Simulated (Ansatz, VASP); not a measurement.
CdSe in VASP and in Ansatz

The input INCAR:

```
SYSTEM = CdSe
ALGO     = Normal         ! electronic algorithm
EDIFF    = 1E-6           ! SCF threshold, eV
ENCUT    = 520            ! plane-wave cutoff, eV
GGA      = PS             ! functional
ISIF     = 2              ! what is computed and relaxed
ISMEAR   = 0              ! smearing method
LASPH    = .True.         ! aspherical terms in the spheres
LCHARG   = .False.        ! write CHGCAR
LREAL    = .False.        ! projectors in reciprocal space
LWAVE    = .False.        ! write WAVECAR
NBANDS   = 16             ! bands
NELM     = 60             ! most SCF steps
PREC     = Accurate       ! precision mode
SIGMA    = 0.05           ! smearing width, eV
```

KPOINTS

```
k-points
0
Gamma
  10 10 10
  0 0 0
```

POSCAR

```
CdSe
1.0
    0.0000000000      2.8497562944      2.8497562944
    2.8497562944      0.0000000000      2.8497562944
    2.8497562944      2.8497562944      0.0000000000
Cd Se
1 1
Direct
    0.0000000000      0.0000000000      0.0000000000
    0.5000000000      0.5000000000      0.5000000000
```

Input for Ansatz:

```yaml
crystal:
  lattice:
    - [0.0, 2.8497562944, 2.8497562944]
    - [2.8497562944, 0.0, 2.8497562944]
    - [2.8497562944, 2.8497562944, 0.0]
  atoms:
    - { symbol: Cd, position: [0.0, 0.0, 0.0] }
    - { symbol: Se, position: [0.5, 0.5, 0.5] }
basis:
  ecutwfc: 420
  ecutrho_ratio: 4
kpoints:
  mp_grid: { grid: [10, 10, 10] }
hamiltonian:
  xc: pbesol
scf:
  occupations: { method: gaussian, width: 0.05 }
output:
  forces: true
  stress: true
  eigenvalues: true
```

Alike in both runs: task single point; functional PBEsol; k mesh 10 × 10 × 10; occupations gaussian, width 0.05 eV; no spin polarisation.

|  | VASP | Ansatz |
| --- | --- | --- |
| version | VASP 6.6.1 | Ansatz 0.2.0 |
| potentials or method | VASP PAW PBE potentials, release 64 (Cd, Se) | scalar-relativistic, plane waves, PAW |
| plane-wave cutoff (eV) | 520 | 420 |
| valence electrons in the cell | 18 | 36 |

|  | VASP | Ansatz | Ansatz less VASP |
| --- | --- | --- | --- |
| gap on the k mesh at the Fermi level (eV) | none | none | - |
| pressure (GPa) | -2.1 | -2.5 | -0.39 |

A gap of «none» marks a metal or a gap that the smearing closes. The two sets of potentials don't hold the same shells in valence.

Caveats: the PAW data sets were made with another functional, which shifts forces and pressure a little (VASP).
